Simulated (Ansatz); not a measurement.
# Be16C7: the cost of one run

Program: Ansatz 0.2.0. Level of theory: DFT PBE, scalar-relativistic, plane waves, PAW. These are calculated values, not measurements.

4 further runs of the same task are left out: 1 for a broken database entry, 3 set aside as unsound or not needed.

## Step 1: The structure to begin with

Symmetry: Fm-3m, No. 225, cubic system. The conventional cell has a = 8.657 Å, b = 8.657 Å, c = 8.657 Å, α = 90.00°, β = 90.00°, γ = 90.00°. Be (site symmetry 3m) has 4 C at 1.87 Å as nearest neighbours. Be (site symmetry 3m) is surrounded by 3 C at 1.87 Å. C (site symmetry mmm) is surrounded by 8 Be at 1.87 Å. Around C (site symmetry m-3m) lie 8 Be at 1.87 Å.

The input asks for a charge of +4 e on the cell.

Structure file:

```
CELL_PARAMETERS angstrom
-4.32848 -4.32848 0.00000
-4.32848 0.00000 -4.32848
0.00000 -4.32848 -4.32848
ATOMIC_POSITIONS crystal
Be 0.37500 0.37500 0.37500
Be 0.87500 0.37500 0.37500
Be 0.37500 0.87500 0.37500
Be 0.87500 0.87500 0.37500
Be 0.37500 0.37500 0.87500
Be 0.87500 0.37500 0.87500
Be 0.37500 0.87500 0.87500
Be 0.87500 0.87500 0.87500
Be 0.12500 0.12500 0.12500
Be 0.62500 0.12500 0.12500
Be 0.12500 0.62500 0.12500
Be 0.62500 0.62500 0.12500
Be 0.12500 0.12500 0.62500
Be 0.62500 0.12500 0.62500
Be 0.12500 0.62500 0.62500
Be 0.62500 0.62500 0.62500
C 0.50000 0.00000 0.50000
C 0.00000 0.50000 0.50000
C 0.50000 0.50000 0.50000
C 0.00000 0.00000 0.00000
C 0.50000 0.00000 0.00000
C 0.00000 0.50000 0.00000
C 0.50000 0.50000 0.00000
```

It is built from the cell relaxed beforehand with the same method (6.76 Å³/atom).

## Step 2: The vacancy and the jump

The supercell lacks one C atom, at fractional position (0.000, 0.000, 0.500), and holds 23 atoms and a charge of +4 e on a uniform background. Atom 17 (C), 3.06 Å away, is to jump into the empty site. The cell is fixed.

## Step 3: Relaxing around the vacancy

input.yaml

```yaml
crystal:
  lattice:
    - [-4.3284802126, -4.3284802126, 0.0]
    - [-4.3284802126, 0.0, -4.3284802126]
    - [0.0, -4.3284802126, -4.3284802126]
  atoms:
    - { symbol: Be, position: [0.375, 0.375, 0.375] }
    - { symbol: Be, position: [0.875, 0.375, 0.375] }
    - { symbol: Be, position: [0.375, 0.875, 0.375] }
    - { symbol: Be, position: [0.875, 0.875, 0.375] }
    - { symbol: Be, position: [0.375, 0.375, 0.875] }
    - { symbol: Be, position: [0.875, 0.375, 0.875] }
    - { symbol: Be, position: [0.375, 0.875, 0.875] }
    - { symbol: Be, position: [0.875, 0.875, 0.875] }
    - { symbol: Be, position: [0.125, 0.125, 0.125] }
    - { symbol: Be, position: [0.625, 0.125, 0.125] }
    - { symbol: Be, position: [0.125, 0.625, 0.125] }
    - { symbol: Be, position: [0.625, 0.625, 0.125] }
    - { symbol: Be, position: [0.125, 0.125, 0.625] }
    - { symbol: Be, position: [0.625, 0.125, 0.625] }
    - { symbol: Be, position: [0.125, 0.625, 0.625] }
    - { symbol: Be, position: [0.625, 0.625, 0.625] }
    - { symbol: C, position: [0.5, 0.0, 0.5] }
    - { symbol: C, position: [0.0, 0.5, 0.5] }
    - { symbol: C, position: [0.5, 0.5, 0.5] }
    - { symbol: C, position: [0.0, 0.0, 1.0] }
    - { symbol: C, position: [0.5, 0.0, 1.0] }
    - { symbol: C, position: [0.0, 0.5, 1.0] }
    - { symbol: C, position: [0.5, 0.5, 1.0] }
total_charge: 4
basis:
  ecutwfc: 420
kpoints:
  mp_grid: { grid: [4, 4, 4] }
hamiltonian:
  xc: pbe
scf:
  occupations: { method: gaussian, width: 0.05 }
output:
  forces: true
  stress: true
  eigenvalues: true
  write_density: true
  write_potential: true
  elf: true
  volumetric_format: npy
relax:
  adjacent_minimum: "off"
  f_tol: 0.02
  max_steps: 50
```

On the command line:

```
$ ansatz run input.yaml --threads 4 --pin off --max-ram 9216MiB --backend cpu --events-out ev --progress --plain --runs-dir out
```

Q: Estimate wall time and peak memory on 4 threads of Arm Neoverse V1, shared host.

About 14 s, with a peak of 0.59 GiB.
